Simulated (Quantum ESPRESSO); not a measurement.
The system is RbBr.

```
CELL_PARAMETERS angstrom
0.00000 3.42700 3.42700
3.42700 0.00000 3.42700
3.42700 3.42700 0.00000
ATOMIC_POSITIONS crystal
Rb 0.00000 0.00000 0.00000
Br 0.50000 0.50000 0.50000
```

Base run:

| Quantity | Value |
| --- | --- |
| Program | Quantum ESPRESSO 7.5 |
| Functional | PBE |
| Potentials or basis | PseudoDojo 0.4.1 SR PBE standard |
| Cutoff | 626 eV |
| Density cutoff | 2503 eV |
| k mesh | 6 × 6 × 6, shifted |
| Occupations | fermi-dirac, width 0.05 eV |
| Spin | no spin polarisation |

Its results: pressure 1.0 GPa; electronic dielectric tensor (diagonal) 2.55.

**Question.** The run is repeated on the same cell with these changes: functional from PBE to PBEsol; potentials or basis from PseudoDojo 0.4.1 SR PBE standard to PseudoDojo 0.4.1 SR PBEsol standard. What comes out?

**Answer.** Pressure -0.1 GPa; electronic dielectric tensor (diagonal) 2.58.
